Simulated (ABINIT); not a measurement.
# Al (P6/mmm) in ABINIT: convergence with cutoff

Aim: find how far cutoff must go before the results for Al settle, at RPBE. This setting moves, with any that are tied to it; all else stays.

Program: ABINIT 10.8.3 (patched build). These are calculated values, not measurements. Logs are shortened: lines on timing, memory, paths and dates and some standing lists are left out, and cuts for length are marked. The log counts tension as positive stress, the text compression.

**1. The structure**

It takes space group P6/mmm (No. 191, hexagonal). Conventional cell: a = 4.492 Å, b = 4.492 Å, c = 2.723 Å, α = 90.00°, β = 90.00°, γ = 120.00°. Al (site symmetry -6m2) is surrounded by 5 Al at 2.59 to 2.72 Å.

The cell was built by a generator and needn't be a form met in nature.

**2. With cutoff 14 Ha**

Input file run.abi:

```
# Pseudopotentials
pp_dirpath "./"
pseudos "Al_ONCV_PBE-1.2.upf"

# Structure
acell 3*1.0
rprim
     8.4878938614     0.0000000000     0.0000000000
    -4.2439469307     7.3507322686     0.0000000000
     0.0000000000     0.0000000000     5.1449683469
ntypat 1
znucl 13
natom 2
typat 1 1
xred
     0.3333300000     0.6666700000     0.0000000000
     0.6666700000     0.3333300000     0.0000000000

# Plane-wave basis
ecut 380.959407 eV

# k points
kptopt 1
ngkpt 7 7 10
nshiftk 1
shiftk 0.0 0.0 0.0

# Exchange and correlation
ixc 15

# Bands and occupations
nband 15
occopt 4
tsmear 0.1 eV

# SCF cycle
nstep 100
tolvrs 1.0e-10

# Output
iomode 3
prtwf 0
prtden 0
prteig 0
prtebands 0
enunit 1
```

Potentials or basis: SG15 NC PBE v1.2.

On the command line:

```sh
$ abinit run.abi > log 2>&1
```

Run time: 23 s. Hardware: 1 thread of Arm Neoverse V2, shared host; peak memory 0.07 GiB.

It converged, with:

```
Free energy                                           : -3747.7035 eV
Band gap on the k mesh                                : none (metal or under the smearing width)
Valence electrons inside the program's atomic spheres : Al 8.82 (radii [1.0584] Å)
```

**3. With cutoff 17.5 Ha**

run.abi: that of step 2 with these lines changed.

```diff
@@ -19,3 +19,3 @@
 # Plane-wave basis
-ecut 380.959407 eV
+ecut 476.199259 eV
```

Potentials or basis: SG15 NC PBE v1.2.

On the command line:

```sh
$ abinit run.abi > log 2>&1
```

Wall time 31 s (1 thread of Arm Neoverse V2, shared host); peak memory 0.08 GiB.

It converged, with:

- Free energy: -3763.5329 eV
- Band gap on the k mesh: none (metal or under the smearing width)
- Valence electrons inside the program's atomic spheres: Al 8.85 (radii [1.0584] Å)

**4. With cutoff 21 Ha**

run.abi: that of step 3 with these lines changed.

```diff
@@ -19,3 +19,3 @@
 # Plane-wave basis
-ecut 476.199259 eV
+ecut 571.439111 eV
```

On the command line:

```sh
$ abinit run.abi > log 2>&1
```

It took 46 s on 1 thread of Arm Neoverse V2, shared host; peak memory 0.09 GiB.

It converged, with:

| Property | Result |
| --- | --- |
| Free energy | -3766.7365 eV |
| Band gap on the k mesh | none (metal or under the smearing width) |
| Valence electrons inside the program's atomic spheres | Al 8.87 (radii [1.0584] Å) |

**5. With cutoff 24.5 Ha**

run.abi: that of step 4 with these lines changed.

```diff
@@ -19,3 +19,3 @@
 # Plane-wave basis
-ecut 571.439111 eV
+ecut 666.678963 eV
```

On the command line:

```sh
$ abinit run.abi > log 2>&1
```

Run time: 58 s. Hardware: 1 thread of Arm Neoverse V2, shared host; peak memory 0.1 GiB.

Results (log left out):

```yaml
Free_energy: -3767.4694 eV
Band_gap_on_the_k_mesh: none (metal or under the smearing width)
Valence_electrons_inside_the_program's_atomic_spheres: Al 8.86 (radii [1.0584] Å)
```

**6. With cutoff 30 Ha**

run.abi: that of step 5 with these lines changed.

```diff
@@ -19,3 +19,3 @@
 # Plane-wave basis
-ecut 666.678963 eV
+ecut 816.341587 eV
```

Potentials or basis: SG15 NC PBE v1.2.

On the command line:

```sh
$ abinit run.abi > log 2>&1
```

It took 85 s on 1 thread of Arm Neoverse V2, shared host; peak memory 0.12 GiB.

The run converged. Its results:

- Free energy: -3767.7258 eV
- Band gap on the k mesh: none (metal or under the smearing width)
- Valence electrons inside the program's atomic spheres: Al 8.86 (radii [1.0584] Å)

**7. With cutoff 35 Ha**

run.abi: that of step 6 with these lines changed.

```diff
@@ -19,3 +19,3 @@
 # Plane-wave basis
-ecut 816.341587 eV
+ecut 952.398519 eV
```

On the command line:

```sh
$ abinit run.abi > log 2>&1
```

It took 1.8 min on 1 thread of Arm Neoverse V2, shared host; peak memory 0.14 GiB.

The run converged. Its results:

| Property | Result |
| --- | --- |
| Free energy | -3767.7624 eV |
| Pressure | 3.1 GPa |
| Band gap on the k mesh | none (metal or under the smearing width) |
| Valence electrons inside the program's atomic spheres | Al 8.87 (radii [1.0584] Å) |

**8. With cutoff 40 Ha**

run.abi: that of step 7 with these lines changed.

```diff
@@ -19,3 +19,3 @@
 # Plane-wave basis
-ecut 952.398519 eV
+ecut 1088.455450 eV
```

On the command line:

```sh
$ abinit run.abi > log 2>&1
```

It took 2.2 min on 1 thread of Arm Neoverse V2, shared host; peak memory 0.15 GiB.

Results (log left out):

```
Free energy                                           : -3767.7677 eV
Pressure                                              : 3.3 GPa
Band gap on the k mesh                                : none (metal or under the smearing width)
Valence electrons inside the program's atomic spheres : Al 8.87 (radii [1.0584] Å)
```

**9. With cutoff 47 Ha**

run.abi: that of step 8 with these lines changed.

```diff
@@ -19,3 +19,3 @@
 # Plane-wave basis
-ecut 1088.455450 eV
+ecut 1278.935154 eV
```

Potentials or basis: SG15 NC PBE v1.2.

On the command line:

```sh
$ abinit run.abi > log 2>&1
```

Wall time 3.1 min (1 thread of Arm Neoverse V2, shared host); peak memory 0.18 GiB.

Results (log left out):

| Quantity | Value |
| --- | --- |
| Free energy | -3767.7682 eV |
| Pressure | 3.3 GPa |
| Band gap on the k mesh | none (metal or under the smearing width) |
| Valence electrons inside the program's atomic spheres | Al 8.87 (radii [1.0584] Å) |

**10. With cutoff 56 Ha**

run.abi: that of step 9 with these lines changed.

```diff
@@ -19,3 +19,3 @@
 # Plane-wave basis
-ecut 1278.935154 eV
+ecut 1523.837630 eV
```

Potentials or basis: SG15 NC PBE v1.2.

On the command line:

```sh
$ abinit run.abi > log 2>&1
```

run.abo:

```text
.Version 10.8.3 of ABINIT
 Symmetries : space group Cm m m (# 65); Bravais oC (1-face-center ortho.)
================================================================================
 Values of the parameters that define the memory need of the present run
     intxc =       0    ionmov =       0      iscf =       7    lmnmax =       4
     lnmax =       4     mgfft =      60  mpssoang =       2    mqgrid =    3001
     natom =       2  nloc_mem =       1    nspden =       1   nspinor =       1
    nsppol =       1      nsym =       8    n1xccc =       0    ntypat =       1
    occopt =       4   xclevel =       2
       mpw =        6457          nfft =      129600          nkpt =          96
================================================================================
================================================================================

--------------------------------------------------------------------------------
------------- Echo of variables that govern the present computation ------------
--------------------------------------------------------------------------------
 -outvars: echo values of preprocessed input variables --------
            acell      8.4878941039E+00  8.4878941039E+00  5.1449683469E+00 Bohr
              amu      2.69815390E+01
             ecut      5.60000000E+01 Hartree
           enunit           1
                       outvar_i_n : Printing only first  50 k-points.
              ixc          15
                       outvar_i_n : Printing only first  50 k-points.
         kptrlatt        7    0    0      0    7    0      0    0   10
          kptrlen      5.14496835E+01
            natom           2
            nband          15
            ngfft          60      60      36
             nkpt          96
            nstep         100
             nsym           8
           ntypat           1
                       prtocc : prtvol=0, do not print more k-points.
           occopt           4
           prtden           0
        prtebands           0
           prteig           0
            prtwf           0
            rprim      1.0000000000E+00  4.9482379468E-08  0.0000000000E+00
                      -5.0000001428E-01  8.6602539554E-01  0.0000000000E+00
                       0.0000000000E+00  0.0000000000E+00  1.0000000000E+00
          spgroup          65
           tolvrs      1.00000000E-10
           tsmear      3.67493222E-03 Hartree
            typat      1  1
                       outvars : Printing only first  50 k-points.
           xangst     -2.2500773847E-05  2.5932395569E+00  0.0000000000E+00
                       2.2458224993E+00  1.2966004404E+00  0.0000000000E+00
            xcart     -4.2520300192E-05  4.9005125415E+00  0.0000000000E+00
                       4.2439894510E+00  2.4502197271E+00  0.0000000000E+00
             xred      3.3333000000E-01  6.6667000000E-01  0.0000000000E+00
                       6.6667000000E-01  3.3333000000E-01  0.0000000000E+00
            znucl       13.00000

================================================================================
[... 82 lines left out ...]
pressure_GPa:   3.3324E+00
xred      :
- [  3.3333E-01,   6.6667E-01,   0.0000E+00, Al]
- [  6.6667E-01,   3.3333E-01,   0.0000E+00, Al]
cartesian_forces: # hartree/bohr
- [  6.36423065E-06,  -3.67439000E-06,  -0.00000000E+00, ]
- [ -6.36423065E-06,   3.67439000E-06,  -0.00000000E+00, ]
force_length_stats: {min:   7.34878041E-06, max:   7.34878041E-06, mean:   7.34878041E-06, }
...

 Integrated electronic density in atomic spheres:
 ------------------------------------------------
 Atom  Sphere_radius  Integrated_density
    1        2.00000          8.86960446
    2        2.00000          8.86960446
================================================================================

 ----iterations are completed or convergence reached----

 Mean square residual over all n,k,spin=   50.523E-09; max=  37.916E-06
 reduced coordinates (array xred) for    2 atoms
       0.333330000000      0.666670000000      0.000000000000
       0.666670000000      0.333330000000      0.000000000000
 rms dE/dt=  4.4106E-05; max dE/dt=  5.4019E-05; dE/dt below (all hartree)
    1      -0.000054018914      0.000054018914      0.000000000000
    2       0.000054018914     -0.000054018914      0.000000000000

 cartesian coordinates (angstrom) at end:
    1     -0.00002250077385     2.59323955694917     0.00000000000000
    2      2.24582249925844     1.29660044040435     0.00000000000000

 cartesian forces (hartree/bohr) at end:
    1      0.00000636423065    -0.00000367439000    -0.00000000000000
    2     -0.00000636423065     0.00000367439000    -0.00000000000000
 frms,max,avg= 4.2428203E-06 6.3642306E-06   0.000E+00  0.000E+00  0.000E+00 h/b

 cartesian forces (eV/Angstrom) at end:
    1      0.00032726189790    -0.00018894473045    -0.00000000000000
    2     -0.00032726189790     0.00018894473045    -0.00000000000000
 frms,max,avg= 2.1817459E-04 3.2726190E-04   0.000E+00  0.000E+00  0.000E+00 e/A
 length scales=  8.487894103888  8.487894103888  5.144968346900 bohr
              =  4.491600125288  4.491600125288  2.722599998150 angstroms
 Fermi (or HOMO) energy (eV) =   4.25683   Average Vxc (eV)=  -8.92529
 Eigenvalues (   eV  ) for nkpt=  96  k points:
 kpt#   1, nband= 15, wtk=  0.00204, kpt=  0.0000  0.0000  0.0000 (reduced coord)
 -99.08925  -99.08359  -60.67449  -60.67020  -60.66241  -60.66241  -60.63802  -60.63800
  -4.64788    3.39096    3.39120    3.98731    6.49189    6.49214    9.92674
 prteigrs : prtvol=0 or 1, do not print more k-points.

--- !EnergyTerms
iteration_state     : {dtset: 1, }
comment             : Components of total free energy in Hartree
kinetic             :  5.90254127313938E+01
hartree             :  4.36273251782819E+01
xc                  : -1.56638786752781E+01
Ewald energy        : -5.99824314136243E+01
psp_core            :  1.69651842857070E+00
local_psp           : -1.36834840194143E+02
non_local_psp       : -3.03310700115500E+01
internal            : -1.38462963956349E+02
'-kT*entropy'       :  3.19715265579649E-05
total_energy        : -1.38462931984823E+02
total_energy_eV     : -3.76776832299001E+03
band_energy         : -4.11790954533559E+01
...

 Cartesian components of stress tensor (hartree/bohr^3)
  sigma(1 1)= -1.30050652E-04  sigma(3 2)=  0.00000000E+00
  sigma(2 2)= -1.30099770E-04  sigma(3 1)=  0.00000000E+00
  sigma(3 3)= -7.96500429E-05  sigma(2 1)= -4.25373827E-08

-Cartesian components of stress tensor (GPa)         [Pressure=  3.3324E+00 GPa]
- sigma(1 1)= -3.82622229E+00  sigma(3 2)=  0.00000000E+00
- sigma(2 2)= -3.82766739E+00  sigma(3 1)=  0.00000000E+00
- sigma(3 3)= -2.34338517E+00  sigma(2 1)= -1.25149301E-03

== END DATASET(S) ==============================================================
================================================================================

 -outvars: echo values of variables after computation  --------
            acell      8.4878941039E+00  8.4878941039E+00  5.1449683469E+00 Bohr
           etotal     -1.3846293198E+02
            fcart      6.3642306453E-06 -3.6743899963E-06 -0.0000000000E+00
                      -6.3642306453E-06  3.6743899963E-06 -0.0000000000E+00
            rprim      1.0000000000E+00  4.9482379468E-08  0.0000000000E+00
                      -5.0000001428E-01  8.6602539554E-01  0.0000000000E+00
                       0.0000000000E+00  0.0000000000E+00  1.0000000000E+00
           strten     -1.3005065237E-04 -1.3009977032E-04 -7.9650042942E-05
                       0.0000000000E+00  0.0000000000E+00 -4.2537382718E-08
           xangst     -2.2500773847E-05  2.5932395569E+00  0.0000000000E+00
                       2.2458224993E+00  1.2966004404E+00  0.0000000000E+00
             xred      3.3333000000E-01  6.6667000000E-01  0.0000000000E+00
                       6.6667000000E-01  3.3333000000E-01  0.0000000000E+00
 Calculation completed.
```

It took 4.1 min on 1 thread of Arm Neoverse V2, shared host; peak memory 0.23 GiB.

What came out:

```yaml
Free_energy: -3767.7683 eV
Pressure: 3.3 GPa
Band_gap_on_the_k_mesh: none (metal or under the smearing width)
Valence_electrons_inside_the_program's_atomic_spheres: Al 8.87 (radii [1.0584] Å)
```

**11. The series at a glance**

| cutoff | energy less the tightest run (meV/atom) | SCF cycles | CPU time (s) | peak memory (GiB) |
| --- | --- | --- | --- | --- |
| 14 Ha | 10032.42 | 10 | 23 | 0.07 |
| 17.5 Ha | 2117.73 | 10 | 31 | 0.08 |
| 21 Ha | 515.89 | 10 | 46 | 0.09 |
| 24.5 Ha | 149.48 | 10 | 58 | 0.1 |
| 30 Ha | 21.29 | 10 | 85 | 0.12 |
| 35 Ha | 2.94 | 10 | 110 | 0.14 |
| 40 Ha | 0.33 | 10 | 130 | 0.15 |
| 47 Ha | 0.06 | 11 | 190 | 0.18 |
| 56 Ha | 0.00 | 11 | 250 | 0.23 |

Against the tightest run, the energy stays within 1 meV/atom from 40 Ha on. The tightest run that finished is the yardstick and may itself not be fully converged.

Caveats: the potentials were made for another functional, which shifts forces and pressure.
